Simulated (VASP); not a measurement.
An input for Quantum ESPRESSO's pw.x (written as the equivalent of a VASP run, and not itself run):

```
&CONTROL
  calculation = 'scf'
  pseudo_dir = './pseudo'
  outdir = './out'
  tprnfor = .true.
  tstress = .false.
/
&SYSTEM
  ibrav = 0
  nat = 2
  ntyp = 2
  ecutwfc = 84
  occupations = 'smearing'
  smearing = 'gaussian'
  degauss = 0.000735
  input_dft = 'pbe0'
  nqx1 = 3
  nqx2 = 3
  nqx3 = 3
/
&ELECTRONS
  conv_thr = 7.3e-08
  electron_maxstep = 100
/
ATOMIC_SPECIES
  Zn 65.380 Zn.upf
  Te 127.600 Te.upf
CELL_PARAMETERS angstrom
     0.0000000    3.0690600    3.0690600
     3.0690600    0.0000000    3.0690600
     3.0690600    3.0690600    0.0000000
ATOMIC_POSITIONS crystal
  Zn   0.5000000  0.5000000  0.5000000
  Te   0.2500000  0.2500000  0.2500000
K_POINTS automatic
  3 3 3 0 0 0
```

Task: Write the VASP files for the same calculation (PBE0).

Result: Several could match; the one computed here: 
File KPOINTS:
```
K-points
0
gamma
3 3 3
```

### INCAR
```
AEXX = 0.25
ALGO = Normal
EDIFF = 1E-6
ENCUT = 300
GGA = PE
HFRCUT = -1
ISIF = 2
ISMEAR = 0
ISYM = 3
LASPH = .TRUE.
LCHARG = .FALSE.
LHFCALC = .TRUE.
LMAXMIX = 4
LREAL = .FALSE.
LWAVE = .FALSE.
NELM = 100
PREC = Accurate
PRECFOCK = Fast
SIGMA = 0.01
SYSTEM = ZnTe
```

File POSCAR:
```
ZnTe
1
    0.0000000000     3.0690600000     3.0690600000
    3.0690600000     0.0000000000     3.0690600000
    3.0690600000     3.0690600000     0.0000000000
Zn Te
1 1
Direct
  0.5000000000   0.5000000000   0.5000000000
  0.2500000000   0.2500000000   0.2500000000
```

POTCAR, in this order: Zn Te (PBE.64 set). Program: vasp_std.

Limits of the translation: the potentials are each code's own (VASP's PAW set, PseudoDojo norm-conserving files in pw.x), so ENCUT and ecutwfc are chosen apart and not converted; conv_thr bounds pw.x's estimated SCF error, while EDIFF bounds the energy change between steps; the singularity of exact exchange is treated differently by default.

The structure comes from a computed database's ZnTe entry; how it stands against other phases isn't given here. The cell was not relaxed at this level. The k-mesh is coarse (spacing up to 0.59 per Å, 2π included), so the numbers may not be converged in it. The run is one of a series of settings (KPOINTS 3×3×3 Γ-centred mesh against the base run), some of them coarse on purpose.
